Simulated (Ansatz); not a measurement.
Start from ZnTe in the zinc blende structure (space group F-43m, No. 216; a = 6.113 Å). Axes: x, y, z lie along the cube axes.

All numbers come from Ansatz (an electronic-structure program) r2SCAN, no SOC.

Before the change:

- Band gap = 1.79 eV
- Valence-band top at Γ = 0.00, 0.00, 0.00 eV

Now apply this change: tensor shear ε_xz = +1.32 % (engineering shear γ = 0.0264); the atoms relax in the strained cell.

What happens to the largest internal atomic displacement, stress, energy relative to the base, band gap and valence-band top at Γ?

The largest internal atomic displacement amounts to 0.013 Å; the stress (xx, yy, zz, yz, xz, xy; compression positive) amounts to (0.02, 0.00, 0.02, 0.00, -0.89, 0.00) GPa; the energy rises by 2.1 meV/atom; the band gap falls by 0.10 eV (1.79 eV → 1.69 eV); the valence-band top at Γ (three highest levels, from the VBM) goes from 0.00, 0.00, 0.00 eV to 0.00, -0.10, -0.17 eV.

Spin-orbit coupling, missing from the scalar runs, can matter with Te. Gaps are Kohn–Sham eigenvalue differences; semilocal functionals usually give less than the measured gap. No phonon test of stability was made.
